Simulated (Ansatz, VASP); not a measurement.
One calculation of Rb, two programs

```xyz
1
Lattice="0.0000 3.6307 3.6307 3.6307 0.0000 3.6307 3.6307 3.6307 0.0000" Properties=species:S:1:pos:R:3 pbc="T T T"
Rb    0.0000    0.0000    0.0000
```

Alike in both runs: task single point; functional revPBE; k mesh 9 × 9 × 9; occupations fermi-dirac, width 0.1 eV; no spin polarisation.

```csv
,VASP,Ansatz
version,VASP 6.6.1,Ansatz 0.2.0
potentials or method,"VASP PAW PBE potentials, release 64 (Rb_sv)","plane waves (420 eV) with PAW, scalar-relativistic"
plane-wave cutoff (eV),520,420
valence electrons in the cell,9,9
```

```tsv
	VASP	Ansatz	Ansatz less VASP
pressure (GPa)	0.1	0.1	0.00
```

Caveats: the PAW data sets were made with another functional, which shifts forces and pressure a little (VASP).
